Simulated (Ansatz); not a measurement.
Ansatz input file:

```yaml
crystal:
  lattice:
    - [7.701573418, 0.0, 0.0]
    - [0.0, 5.4458347897, 0.0]
    - [0.0, 0.0, 22.7761800635]
  atoms:
    - { symbol: Ga, position: [0.25, 0.5, 0.3731969091] }
    - { symbol: Ga, position: [0.75, 0.5, 0.3731969091] }
    - { symbol: P, position: [0.5, 0.25, 0.3731969091] }
    - { symbol: P, position: [0.0, 0.25, 0.3731969091] }
    - { symbol: Ga, position: [0.5, 0.0, 0.457732303] }
    - { symbol: Ga, position: [0.0, 0.0, 0.457732303] }
    - { symbol: P, position: [0.75, 0.75, 0.457732303] }
    - { symbol: P, position: [0.25, 0.75, 0.457732303] }
    - { symbol: Ga, position: [0.75, 0.5, 0.542267697] }
    - { symbol: Ga, position: [0.25, 0.5, 0.542267697] }
    - { symbol: P, position: [0.0, 0.25, 0.542267697] }
    - { symbol: P, position: [0.5, 0.25, 0.542267697] }
    - { symbol: Ga, position: [0.0, 0.0, 0.6268030909] }
    - { symbol: Ga, position: [0.5, 0.0, 0.6268030909] }
    - { symbol: P, position: [0.25, 0.75, 0.6268030909] }
    - { symbol: P, position: [0.75, 0.75, 0.6268030909] }
basis:
  ecutwfc: 420
kpoints:
  mp_grid: { grid: [4, 5, 1] }
hamiltonian:
  xc: pbe
  dispersion: d3bj
scf:
  occupations: { method: gaussian, width: 0.05 }
output:
  forces: true
  eigenvalues: true
  write_density: true
  write_potential: true
  elf: true
  volumetric_format: npy
relax:
  adjacent_minimum: "off"
  f_tol: 0.03
  max_steps: 70
  constraints: [{ sites: [0, 1, 2, 3, 4, 5, 6, 7] }]
efield:
  axis: 3
  dipole_correction: true
  ramp_width: 0.04
```

Run as
```bash
ansatz run input.yaml --threads 4 --pin off --max-ram 10240MiB --backend cpu --events-out ev --progress --plain --runs-dir out
```

These are results of DFT PBE+D3(BJ), scalar-relativistic, plane waves, PAW (Ansatz 0.2.0), not measurements.

From the run's log, abridged:

```
Pseudopotentials: kind: paw
Pseudopotential: Ga, paw, valence charge 13, recommended cutoff 420 eV (normal)
Pseudopotential: P, paw, valence charge 5, recommended cutoff 420 eV (normal)
Functional definition: PBE
Crystal: 16 atoms, lattice volume = 955.267 Å³
Basis set: ecut = 420 eV, 18651 PW (Γ), exchange–correlation on 108×80×320 points (8 copies of the dense FFT grid, shifted against one another)
Bands: 88, of which v1, the nominal top of the filled ones, is band 72 counted from 1 (71 counted from 0)
Symmetry: 4 space group operations
k-points: 9 of 20 (time reversal used)
Initial density: superposition of atomic densities (neutral atoms: chi_scale 0, normalization atom), corrected by the library's trained network
Initial wavefunctions: pseudopotential atomic-orbital guess
Functional: x = pbe(κ = 0.804, μ = 0.21951497), c = pbe(β = 0.06672455)
SCF iter   1: F=—  HF=-36313.604765 eV  |F-HF|=—  |Δ(HF+E_count)|=         —  Δρ=1.76e-3  dr2=6.38e-2  ethr=1.77e-3  p=0.000 e·Å  D=2.60e-14 V/Å  ΔV_dip= 0.00 eV  dr2_dipole=1.53e-7  V_vac-E_F(+/−)=4.53/4.53 eV  ⟨swp⟩=9.1  Hψ=3963  notcnv=0  defer=30
efield: sawtooth ramp at fractional position 0.9800 (placed from the atoms, in the widest stretch of the axis that holds none; the zero of the levels goes with the place), width 0.0400; the density the first Hamiltonian is built on has a dipole p = 0.000 e·Å; the dipole correction subtracts the counter field D = 2.60e-14 V/Å, which shifts the + side's vacuum level by  0.00 eV against the − side's; the planar-averaged density in the ramp window peaks in size at 1.4e-6 e/Å³
SCF iter   2: F=—  HF=-36313.591653 eV  |F-HF|=—  |Δ(HF+E_count)|=   1.31e-2  Δρ=9.46e-4  dr2=1.88e-2  ethr=4.43e-5  p= 0.000 e·Å  D=-5.80e-5 V/Å  ΔV_dip=0.00 eV  dr2_dipole=2.82e-6  V_vac-E_F(+/−)=4.58/4.58 eV  ⟨swp⟩=2.8  Hψ=1652  notcnv=0  defer=107
SCF iter   3: F=—  HF=-36313.590046 eV  |F-HF|=—  |Δ(HF+E_count)|=   1.61e-3  Δρ=4.68e-4  dr2=2.67e-3  ethr=1.31e-5  p=0.001 e·Å  D=1.31e-4 V/Å  ΔV_dip= 0.00 eV  dr2_dipole=1.38e-5  V_vac-E_F(+/−)=4.53/4.53 eV  ⟨swp⟩=3.0  Hψ=1438  notcnv=0  defer=107
SCF iter   4: F=—  HF=-36313.591586 eV  |F-HF|=—  |Δ(HF+E_count)|=   1.54e-3  Δρ=2.06e-4  dr2=1.58e-3  ethr=1.86e-6  p=-0.004 e·Å  D=-7.46e-4 V/Å  ΔV_dip=0.02 eV  dr2_dipole=4.44e-4  V_vac-E_F(+/−)=4.54/4.52 eV  ⟨swp⟩=2.7  Hψ=1188  notcnv=0  defer=107
SCF iter   5: F=—  HF=-36313.591915 eV  |F-HF|=—  |Δ(HF+E_count)|=   3.29e-4  Δρ=1.40e-4  dr2=3.04e-3  ethr=1.09e-6  p=0.007 e·Å  D=1.31e-3 V/Å  ΔV_dip=-0.03 eV  dr2_dipole=1.36e-3  V_vac-E_F(+/−)=4.51/4.54 eV  ⟨swp⟩=2.0  Hψ=846  notcnv=0  defer=107
SCF iter   6: F=—  HF=-36313.591727 eV  |F-HF|=—  |Δ(HF+E_count)|=   1.88e-4  Δρ=6.74e-5  dr2=4.70e-4  ethr=1.09e-6  p=0.003 e·Å  D=5.01e-4 V/Å  ΔV_dip=-0.01 eV  dr2_dipole=1.99e-4  V_vac-E_F(+/−)=4.51/4.53 eV  ⟨swp⟩=2.0  Hψ=769  notcnv=0  defer=107
SCF iter   7: F=—  HF=-36313.591713 eV  |F-HF|=—  |Δ(HF+E_count)|=   1.42e-5  Δρ=2.84e-5  dr2=4.32e-5  ethr=3.26e-7  p=0.001 e·Å  D=1.46e-4 V/Å  ΔV_dip= 0.00 eV  dr2_dipole=1.71e-5  V_vac-E_F(+/−)=4.52/4.52 eV  ⟨swp⟩=1.7  Hψ=742  notcnv=0  defer=107
SCF iter   8: F=-36313.591715 eV  HF=-36313.591716 eV  |F-HF|=5.20e-7  |Δ(HF+E_count)|=   2.46e-6  Δρ=5.86e-6  dr2=8.50e-7  ethr=1.56e-8  p=0.000 e·Å  D=1.90e-5 V/Å  ΔV_dip= 0.00 eV  dr2_dipole=2.49e-7  V_vac-E_F(+/−)=4.52/4.52 eV  ⟨swp⟩=23.1  Hψ=9479  notcnv=0
SCF 1 converged in 8 iterations: F = -36313.591715 eV  dr2 = 8.50e-7
relax step   1: F+E_penalty+E_count = -36313.59171514 eV  Δ(F+E_penalty+E_count) = +0.000e0 eV  max|allowed force component| = 1.304e0 eV/Å  Δτ_max = 0.0000 Å  (8 SCF iters, dr2 threshold 2.25e-5 eV, accepted)
Initial density: handed on by an earlier stage of this run
Initial wavefunctions: those handed on with the density
SCF iter   1: F=—  HF=-36314.403754 eV  |F-HF|=—  |Δ(HF+E_count)|=         —  Δρ=4.40e-3  dr2=1.00e-1  ethr=6.94e-5  p=0.000 e·Å  D=2.08e-5 V/Å  ΔV_dip= 0.00 eV  dr2_dipole=5.00e-4  V_vac-E_F(+/−)=4.47/4.47 eV  ⟨swp⟩=1.8  Hψ=2991  notcnv=0  defer=104
efield: sawtooth ramp at fractional position 0.9800 (handed on by an earlier solve), width 0.0400; the density the first Hamiltonian is built on has a dipole p = 0.000 e·Å; the dipole correction subtracts the counter field D = 2.08e-5 V/Å, which shifts the + side's vacuum level by  0.00 eV against the − side's; the planar-averaged density in the ramp window peaks in size at 4.5e-6 e/Å³
SCF iter   2: F=—  HF=-36314.391612 eV  |F-HF|=—  |Δ(HF+E_count)|=   1.21e-2  Δρ=2.15e-3  dr2=4.19e-2  ethr=6.94e-5  p=0.014 e·Å  D=2.70e-3 V/Å  ΔV_dip=-0.06 eV  dr2_dipole=1.24e-2  V_vac-E_F(+/−)=4.48/4.54 eV  ⟨swp⟩=2.0  Hψ=930  notcnv=0  defer=104
SCF iter   3: F=—  HF=-36314.409982 eV  |F-HF|=—  |Δ(HF+E_count)|=   1.84e-2  Δρ=1.24e-3  dr2=2.09e-1  ethr=2.91e-5  p=-0.093 e·Å  D=-1.75e-2 V/Å  ΔV_dip=0.40 eV  dr2_dipole=9.22e-2  V_vac-E_F(+/−)=4.79/4.40 eV  ⟨swp⟩=2.6  Hψ=934  notcnv=0  defer=104
SCF iter   4: F=—  HF=-36314.389699 eV  |F-HF|=—  |Δ(HF+E_count)|=   2.03e-2  Δρ=3.33e-4  dr2=4.60e-3  ethr=2.91e-5  p=-0.016 e·Å  D=-3.02e-3 V/Å  ΔV_dip=0.07 eV  dr2_dipole=1.63e-3  V_vac-E_F(+/−)=4.59/4.53 eV  ⟨swp⟩=2.1  Hψ=1022  notcnv=0  defer=106
SCF iter   5: F=—  HF=-36314.389300 eV  |F-HF|=—  |Δ(HF+E_count)|=   3.99e-4  Δρ=9.93e-5  dr2=1.85e-4  ethr=3.19e-6  p=-0.026 e·Å  D=-4.98e-3 V/Å  ΔV_dip=0.11 eV  dr2_dipole=4.79e-6  V_vac-E_F(+/−)=4.63/4.52 eV  ⟨swp⟩=2.1  Hψ=951  notcnv=0  defer=106
SCF iter   6: F=-36314.389275 eV  HF=-36314.389315 eV  |F-HF|=3.98e-5  |Δ(HF+E_count)|=   1.54e-5  Δρ=5.36e-5  dr2=6.37e-5  ethr=6.94e-8  p=-0.027 e·Å  D=-5.08e-3 V/Å  ΔV_dip=0.12 eV  dr2_dipole=2.29e-6  V_vac-E_F(+/−)=4.63/4.51 eV  ⟨swp⟩=22.6  Hψ=9312  notcnv=0
SCF 2 converged in 6 iterations: F = -36314.389275 eV  dr2 = 6.37e-5
relax step   2: F+E_penalty+E_count = -36314.38927550 eV  Δ(F+E_penalty+E_count) = -7.976e-1 eV  max|allowed force component| = 8.339e-1 eV/Å  Δτ_max = 0.1948 Å  (6 SCF iters, dr2 threshold 1.00e-4 eV, accepted)
SCF iter   1: F=—  HF=-36314.703840 eV  |F-HF|=—  |Δ(HF+E_count)|=         —  Δρ=4.00e-3  dr2=6.98e-2  ethr=5.12e-4  p=-0.027 e·Å  D=-5.09e-3 V/Å  ΔV_dip=0.12 eV  dr2_dipole=5.55e-4  V_vac-E_F(+/−)=4.65/4.53 eV  ⟨swp⟩=5.9  Hψ=2341  notcnv=0  defer=83
efield: sawtooth ramp at fractional position 0.9800 (handed on by an earlier solve), width 0.0400; the density the first Hamiltonian is built on has a dipole p = -0.027 e·Å; the dipole correction subtracts the counter field D = -5.09e-3 V/Å, which shifts the + side's vacuum level by +0.12 eV against the − side's; the planar-averaged density in the ramp window peaks in size at 4.3e-6 e/Å³
SCF iter   2: F=—  HF=-36314.697297 eV  |F-HF|=—  |Δ(HF+E_count)|=   6.54e-3  Δρ=1.93e-3  dr2=2.78e-2  ethr=4.84e-5  p=-0.010 e·Å  D=-1.86e-3 V/Å  ΔV_dip=0.04 eV  dr2_dipole=6.90e-3  V_vac-E_F(+/−)=4.63/4.59 eV  ⟨swp⟩=2.1  Hψ=1178  notcnv=0  defer=103
   ...
SCF iter   8: F=—  HF=-36314.731376 eV  |F-HF|=—  |Δ(HF+E_count)|=   5.59e-7  Δρ=4.88e-6  dr2=2.37e-7  ethr=2.57e-9  p=-0.040 e·Å  D=-7.55e-3 V/Å  ΔV_dip=0.17 eV  dr2_dipole=2.58e-8  V_vac-E_F(+/−)=4.75/4.58 eV  ⟨swp⟩=2.1  Hψ=1103  notcnv=0  defer=106
SCF iter   9: F=-36314.731376 eV  HF=-36314.731376 eV  |F-HF|=5.61e-9  |Δ(HF+E_count)|=   1.68e-7  Δρ=1.44e-6  dr2=3.59e-8  ethr=6.94e-11  p=-0.040 e·Å  D=-7.55e-3 V/Å  ΔV_dip=0.17 eV  dr2_dipole=5.16e-9  V_vac-E_F(+/−)=4.75/4.58 eV  ⟨swp⟩=19.9  Hψ=7271  notcnv=0
SCF 5 converged in 9 iterations: F = -36314.731376 eV  dr2 = 3.59e-8
relax step   5: F+E_penalty+E_count = -36314.73137580 eV  Δ(F+E_penalty+E_count) = -3.436e-2 eV  max|allowed force component| = 4.231e-2 eV/Å  Δτ_max = 0.0772 Å  (9 SCF iters, accepted)
SCF iter   1: F=—  HF=-36314.736099 eV  |F-HF|=—  |Δ(HF+E_count)|=         —  Δρ=1.35e-3  dr2=1.00e-2  ethr=1.02e-4  p=-0.040 e·Å  D=-7.55e-3 V/Å  ΔV_dip=0.17 eV  dr2_dipole=1.44e-4  V_vac-E_F(+/−)=4.75/4.58 eV  ⟨swp⟩=4.0  Hψ=1366  notcnv=0  defer=106
efield: sawtooth ramp at fractional position 0.9800 (handed on by an earlier solve), width 0.0400; the density the first Hamiltonian is built on has a dipole p = -0.040 e·Å; the dipole correction subtracts the counter field D = -7.55e-3 V/Å, which shifts the + side's vacuum level by +0.17 eV against the − side's; the planar-averaged density in the ramp window peaks in size at 5.0e-6 e/Å³
SCF iter   2: F=—  HF=-36314.735056 eV  |F-HF|=—  |Δ(HF+E_count)|=   1.04e-3  Δρ=6.63e-4  dr2=3.15e-3  ethr=6.95e-6  p=-0.030 e·Å  D=-5.73e-3 V/Å  ΔV_dip=0.13 eV  dr2_dipole=6.96e-4  V_vac-E_F(+/−)=4.72/4.59 eV  ⟨swp⟩=2.1  Hψ=1143  notcnv=0  defer=106
SCF iter   3: F=—  HF=-36314.735900 eV  |F-HF|=—  |Δ(HF+E_count)|=   8.44e-4  Δρ=3.45e-4  dr2=8.73e-3  ethr=2.19e-6  p=-0.056 e·Å  D=-1.07e-2 V/Å  ΔV_dip=0.24 eV  dr2_dipole=3.71e-3  V_vac-E_F(+/−)=4.80/4.56 eV  ⟨swp⟩=2.6  Hψ=898  notcnv=0  defer=106  recentre
SCF iter   4: F=—  HF=-36314.734932 eV  |F-HF|=—  |Δ(HF+E_count)|=   9.68e-4  Δρ=1.04e-4  dr2=2.23e-4  ethr=2.19e-6  p=-0.038 e·Å  D=-7.20e-3 V/Å  ΔV_dip=0.16 eV  dr2_dipole=7.07e-5  V_vac-E_F(+/−)=4.75/4.58 eV  ⟨swp⟩=2.0  Hψ=846  notcnv=0  defer=106
SCF iter   5: F=—  HF=-36314.734931 eV  |F-HF|=—  |Δ(HF+E_count)|=   1.47e-6  Δρ=3.21e-5  dr2=2.82e-5  ethr=1.55e-7  p=-0.041 e·Å  D=-7.74e-3 V/Å  ΔV_dip=0.18 eV  dr2_dipole=3.39e-7  V_vac-E_F(+/−)=4.75/4.58 eV  ⟨swp⟩=2.3  Hψ=861  notcnv=0  defer=106
SCF iter   6: F=—  HF=-36314.734936 eV  |F-HF|=—  |Δ(HF+E_count)|=   5.20e-6  Δρ=1.47e-5  dr2=2.02e-6  ethr=1.95e-8  p=-0.041 e·Å  D=-7.73e-3 V/Å  ΔV_dip=0.18 eV  dr2_dipole=2.83e-8  V_vac-E_F(+/−)=4.75/4.58 eV  ⟨swp⟩=2.4  Hψ=1345  notcnv=0  defer=106
SCF iter   7: F=—  HF=-36314.734936 eV  |F-HF|=—  |Δ(HF+E_count)|=   5.91e-7  Δρ=4.80e-6  dr2=1.98e-7  ethr=1.40e-9  p=-0.041 e·Å  D=-7.74e-3 V/Å  ΔV_dip=0.18 eV  dr2_dipole=4.20e-11  V_vac-E_F(+/−)=4.75/4.58 eV  ⟨swp⟩=2.3  Hψ=1245  notcnv=0  defer=106
SCF iter   8: F=-36314.734936 eV  HF=-36314.734936 eV  |F-HF|=5.57e-9  |Δ(HF+E_count)|=   1.07e-7  Δρ=1.43e-6  dr2=1.80e-8  ethr=6.94e-11  p=-0.041 e·Å  D=-7.74e-3 V/Å  ΔV_dip=0.18 eV  dr2_dipole=2.36e-10  V_vac-E_F(+/−)=4.75/4.58 eV  ⟨swp⟩=20.1  Hψ=7446  notcnv=0
SCF 6 converged in 8 iterations: F = -36314.734936 eV  dr2 = 1.80e-8
relax step   6: F+E_penalty+E_count = -36314.73493644 eV  Δ(F+E_penalty+E_count) = -3.561e-3 eV  max|allowed force component| = 3.250e-2 eV/Å  Δτ_max = 0.0423 Å  (8 SCF iters, accepted)
SCF iter   1: F=—  HF=-36314.735050 eV  |F-HF|=—  |Δ(HF+E_count)|=         —  Δρ=5.92e-5  dr2=8.98e-5  ethr=1.68e-7  p=-0.041 e·Å  D=-7.74e-3 V/Å  ΔV_dip=0.18 eV  dr2_dipole=2.27e-5  V_vac-E_F(+/−)=4.75/4.58 eV  ⟨swp⟩=3.0  Hψ=1803  notcnv=0  defer=15
efield: sawtooth ramp at fractional position 0.9800 (handed on by an earlier solve), width 0.0400; the density the first Hamiltonian is built on has a dipole p = -0.041 e·Å; the dipole correction subtracts the counter field D = -7.74e-3 V/Å, which shifts the + side's vacuum level by +0.18 eV against the − side's; the planar-averaged density in the ramp window peaks in size at 5.0e-6 e/Å³
SCF iter   2: F=—  HF=-36314.735078 eV  |F-HF|=—  |Δ(HF+E_count)|=   2.78e-5  Δρ=4.29e-5  dr2=1.94e-4  ethr=6.24e-8  p=-0.037 e·Å  D=-7.04e-3 V/Å  ΔV_dip=0.16 eV  dr2_dipole=8.47e-5  V_vac-E_F(+/−)=4.74/4.58 eV  ⟨swp⟩=2.0  Hψ=1093  notcnv=0  defer=15
SCF iter   3: F=—  HF=-36314.735056 eV  |F-HF|=—  |Δ(HF+E_count)|=   2.20e-5  Δρ=2.24e-5  dr2=1.23e-5  ethr=6.24e-8  p=-0.040 e·Å  D=-7.63e-3 V/Å  ΔV_dip=0.17 eV  dr2_dipole=5.09e-6  V_vac-E_F(+/−)=4.75/4.58 eV  ⟨swp⟩=2.0  Hψ=846  notcnv=0  defer=15
SCF iter   4: F=—  HF=-36314.735055 eV  |F-HF|=—  |Δ(HF+E_count)|=   1.18e-6  Δρ=8.92e-6  dr2=4.00e-7  ethr=8.52e-9  p=-0.040 e·Å  D=-7.51e-3 V/Å  ΔV_dip=0.17 eV  dr2_dipole=1.80e-8  V_vac-E_F(+/−)=4.75/4.58 eV  ⟨swp⟩=2.0  Hψ=817  notcnv=0  defer=15
SCF iter   5: F=-36314.735055 eV  HF=-36314.735055 eV  |F-HF|=3.20e-8  |Δ(HF+E_count)|=   2.82e-8  Δρ=1.71e-6  dr2=3.49e-8  ethr=6.94e-11  p=-0.040 e·Å  D=-7.51e-3 V/Å  ΔV_dip=0.17 eV  dr2_dipole=7.19e-9  V_vac-E_F(+/−)=4.75/4.58 eV  ⟨swp⟩=16.4  Hψ=7154  notcnv=0
SCF 7 converged in 5 iterations: F = -36314.735055 eV  dr2 = 3.49e-8
relax step   7: F+E_penalty+E_count = -36314.73505507 eV  Δ(F+E_penalty+E_count) = -1.186e-4 eV  max|allowed force component| = 2.486e-3 eV/Å  Δτ_max = 0.0024 Å  (5 SCF iters, accepted)
WARN: The output density's exchange-correlation potential varies sharply where the density is thin. Do not read a vacuum level from v_tot or v_xc, or from such a field of the output density. On a cell that repeats whose density bears no net charge and no dipole along the vacuum's axis use v_es (v_loc + v_h of the components); under efield.dipole_correction with no amplitude use v_es + v_field, which holds any external_charges[].barrier, or the levels of the report's work_function block, which leave it out; under a non-zero efield.amplitude the vacuum is tilted and has no level; on a cell that repeats and bears such a dipole with no correction it is tilted too, and efield.dipole_correction wi ...
SCF converged after 5 iterations
Free energy (F): -36314.735055 eV
Harris-Foulkes:  -36314.735055 eV  (|F-HF|=3.20e-8)
Internal energy: -36314.735055 eV  (E = F + TS)
E sigma→0 (E₀):  -36314.735055 eV
Fermi energy:    -0.562007 eV
Dipole field:    D = -0.007454 V/Å  (p = -0.039351 e·Å, saw-weighted, corrected)
Work function:   Φ+ = 4.7502 eV   Φ− = 4.5804 eV
Levels:          The Fermi level and band energies are counted from a zero that moves with the ramp; work functions are not
--- Per-component energies (eV) ---
  E_band       = -1606.763547
  E_kinetic    = 1475.976897
  E_local      = -95333.238212  (includes V_loc(G=0)·N_el)
  E_nonlocal   = 3667.215998
  E_hartree    = 46433.875079
  E_xc         = -1038.416881
  E_vxc        = -940.922519  (∫ρ·V_xc dr)
  E_paw        = -20461.810644  (= ΣΔE_a)
  E_vpaw       = -3343.511773  (= ΣTr[D̂ρ^β])
  E_aug_tail   = -0.000860  (compensation charges beyond the density's cutoff)
  E_efield     = 0.000147  (sawtooth field / dipole correction)
  E_vefield    = -0.033950  (∫n·V_field dr)
  E_ewald      = 28945.243131
  E_disp       = -3.579709  (pairwise vdW)
  E_smearing   =  0.000000  (= −TS)
--- Forces (eV/Å), atoms counted from 1 ---
  atom   1  Ga     0.00000000    -1.15952345     1.40154332
  atom   2  Ga     0.00000000    -1.15952345     1.40154332
  atom   3  P      0.00000000     0.32057294    -1.38532140
  atom   4  P      0.00000000     0.32057294    -1.38532140
  atom   5  Ga     0.00000000     0.36957993     0.14500688
  atom   6  Ga     0.00000000     0.36957993     0.14500688
  atom   7  P      0.00000000     0.47029227    -0.15982689
  atom   8  P      0.00000000     0.47029227    -0.15982689
  atom   9  Ga     0.00000000     0.00025772    -0.00057335
  atom  10  Ga     0.00000000     0.00025772    -0.00057335
  atom  11  P      0.00000000    -0.00248582    -0.00113996
  atom  12  P      0.00000000    -0.00248582    -0.00113996
  atom  13  Ga     0.00000000     0.00156134    -0.00114586
  atom  14  Ga     0.00000000     0.00156134    -0.00114586
  atom  15  P      0.00000000    -0.00022528     0.00138349
  atom  16  P      0.00000000    -0.00022528     0.00138349
--- Band table (eV; the first three rows and the last of 9) ---
  k-point 0: bands = ["-15.7466", "-15.7379", "-15.6686", "-15.6653", "-15.6575", "-15.6567", "-15.6550", "-15.6483", "-15.6386", "-15.6242", "-15.6126", "-15.6065", "-15.5971", "-15.5919", "-15.5891", "-15.5587", "-15.5535", "-15.5357", "-15.5191", "-15.5089", "-15.5075", "-15.5061", "-15.5005", "-15.4869", "-15.4726", "-15.4693", "-15.4601", "-15.4576", "-15.4488", "-15.4421", "-15.4399", "-15.4200", "-15.4166", "-15.4155", "-15.4016", "-15.3861", "-15.3527", "-15.3384", "-15.3371", "-15.3184", "-13.0055", "-11.8736", "-11.2602", "-11.1427", "-10.6937", "-10.3269", "-10.2921", "-10.0792", "-7.3889", "-7.1091", "-7.0582", "-6.5515", "-6.4067", "-6.3819", "-4.8703", "-4.3996", "-4.1891", "-3 ...
  k-point 1: bands = ["-15.7507", "-15.7338", "-15.6671", "-15.6631", "-15.6590", "-15.6560", "-15.6538", "-15.6467", "-15.6384", "-15.6241", "-15.6063", "-15.6057", "-15.5980", "-15.5961", "-15.5892", "-15.5591", "-15.5523", "-15.5363", "-15.5220", "-15.5116", "-15.5074", "-15.5050", "-15.5001", "-15.4899", "-15.4727", "-15.4705", "-15.4597", "-15.4595", "-15.4509", "-15.4412", "-15.4399", "-15.4231", "-15.4197", "-15.4184", "-15.4007", "-15.3863", "-15.3526", "-15.3380", "-15.3366", "-15.3180", "-12.8440", "-11.7684", "-11.1949", "-11.0897", "-10.8949", "-10.6304", "-10.2971", "-10.0381", "-7.1152", "-7.1148", "-6.9434", "-6.9357", "-6.7086", "-6.6228", "-5.1886", "-4.0899", "-3.7405", "-3 ...
  k-point 2: bands = ["-15.7567", "-15.7265", "-15.6664", "-15.6597", "-15.6595", "-15.6546", "-15.6527", "-15.6431", "-15.6380", "-15.6239", "-15.6100", "-15.6042", "-15.5942", "-15.5923", "-15.5893", "-15.5628", "-15.5500", "-15.5371", "-15.5287", "-15.5162", "-15.5046", "-15.5041", "-15.4983", "-15.4949", "-15.4729", "-15.4728", "-15.4634", "-15.4626", "-15.4503", "-15.4402", "-15.4400", "-15.4287", "-15.4240", "-15.4230", "-15.3995", "-15.3866", "-15.3524", "-15.3373", "-15.3360", "-15.3174", "-12.3793", "-11.7138", "-11.4127", "-11.0781", "-10.9972", "-10.9642", "-10.2471", "-9.9674", "-7.5202", "-7.2464", "-7.0958", "-6.9843", "-6.8579", "-6.3713", "-5.3546", "-4.3302", "-4.0303", "-4. ...
  k-point 8: bands = ["-15.7409", "-15.7409", "-15.6628", "-15.6628", "-15.6562", "-15.6562", "-15.6451", "-15.6451", "-15.6240", "-15.6240", "-15.6080", "-15.6080", "-15.5932", "-15.5932", "-15.5804", "-15.5804", "-15.5417", "-15.5417", "-15.5220", "-15.5220", "-15.5055", "-15.5055", "-15.4931", "-15.4931", "-15.4819", "-15.4819", "-15.4531", "-15.4531", "-15.4487", "-15.4487", "-15.4387", "-15.4387", "-15.4214", "-15.4214", "-15.3989", "-15.3989", "-15.3451", "-15.3451", "-15.3278", "-15.3278", "-11.9171", "-11.9171", "-11.3334", "-11.3334", "-10.9625", "-10.9625", "-10.5430", "-10.5430", "-6.7883", "-6.7883", "-6.5295", "-6.5295", "-6.0009", "-6.0009", "-5.5355", "-5.5355", "-4.1634", "-4 ...
--- Relaxed structure (7 steps of the walk, 6 accepted, 0 SCFs on fresh bases) ---
  F+E_penalty+E_count = -36314.73505507 eV   max|allowed force component| = 2.486e-3 eV/Å
  atoms:
    - { symbol: Ga, position: [0.24999999, 0.5, 0.3731969091] }
    - { symbol: Ga, position: [0.74999999, 0.5, 0.3731969091] }
    - { symbol: P, position: [0.49999999, 0.25, 0.3731969091] }
    - { symbol: P, position: [0.0, 0.25, 0.3731969091] }
    - { symbol: Ga, position: [0.49999999, 0.0, 0.457732303] }
    - { symbol: Ga, position: [0.0, 0.0, 0.457732303] }
    - { symbol: P, position: [0.74999999, 0.75, 0.457732303] }
    - { symbol: P, position: [0.24999999, 0.75, 0.457732303] }
    - { symbol: Ga, position: [0.74999999, 0.50190758, 0.54653210] }
    - { symbol: Ga, position: [0.24999999, 0.50190758, 0.54653210] }
    - { symbol: P, position: [0.0, 0.25418206, 0.54303923] }
    - { symbol: P, position: [0.49999999, 0.25418206, 0.54303923] }
    - { symbol: Ga, position: [0.0, -0.06341693, 0.61070370] }
    - { symbol: Ga, position: [0.49999999, -0.06341693, 0.61070370] }
    - { symbol: P, position: [0.24999999, 0.72273918, 0.63663274] }
    - { symbol: P, position: [0.74999999, 0.72273918, 0.63663274] }
```

The relaxation met its thresholds.

The run took 3.7 min on 4 threads of Arm Neoverse V1, with other jobs on the host, peak memory 2.1 GiB.